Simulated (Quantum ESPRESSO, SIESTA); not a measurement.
# Moving spin-orbit coupling in SrO

```cif
data_structure
_symmetry_space_group_name_H-M 'Fm-3m'
_symmetry_Int_Tables_number 225
_cell_length_a 5.1326
_cell_length_b 5.1326
_cell_length_c 5.1326
_cell_angle_alpha 90.000
_cell_angle_beta 90.000
_cell_angle_gamma 90.000
_cell_volume 135.21
loop_
_atom_site_label
_atom_site_type_symbol
_atom_site_symmetry_multiplicity
_atom_site_Wyckoff_symbol
_atom_site_fract_x
_atom_site_fract_y
_atom_site_fract_z
_atom_site_occupancy
Sr1 Sr 4 b 0.00000 0.00000 0.50000 1
O1 O 4 a 0.00000 0.00000 0.00000 1
```

Kept alike: task band structure; functional PBE; k mesh 9 × 9 × 9; occupations fermi-dirac, width 0.05 eV. Program: SIESTA, potentials by row: files PseudoDojo sr-pbe-0.4.1-standard, DZP (energy shift 0.003 Ry; two zetas on semicore shells; d shell added on Sr) (off); files PseudoDojo fr-pbe-0.4-standard, DZP (energy shift 0.003 Ry; two zetas on semicore shells; d shell added on Sr) (on). The mesh is that of the run's cell of 2 atoms.

```csv
spin-orbit coupling,band gap (eV)
off,3.254
on,3.232
```

Gaps are the smaller of the mesh's and the band path's.

**Question.** What does spin-orbit coupling change here?

**Answer.** The band gap runs from 3.232 (on) to 3.254 eV (off). Spin-orbit coupling splits p and d bands at the edges, and the more so the heavier the atoms. A twin series (Quantum ESPRESSO, PseudoDojo 0.4.1 SR PBE standard) moves it by -0.0220 between off and on, against -0.0222 eV here.

Spin-orbit coupling narrows the SrO gap only slightly, by 0.0222 eV, leaving it a wide-gap ionic oxide. The valence edge is mainly oxygen p in character, and oxygen is too light to split it strongly. The heavier Sr enters these states only through weak covalent mixing. Splitting a threefold p-like valence maximum pushes its upper branch upwards, which probably accounts for the sign of the shift. The empty Sr d states may contribute too, but the gap alone can't separate the movements of the two edges.

The scalar- and fully relativistic potentials come from different releases, so a small part of the shift could stem from the potentials rather than the coupling. The close match with the plane-wave series makes the localised basis an unlikely source.

Both gaps lie well below the measured optical gap, as expected from a semilocal functional whose Kohn-Sham gap lacks the derivative discontinuity. Spin-orbit coupling can't repair that shortfall, since it lowers the gap further.
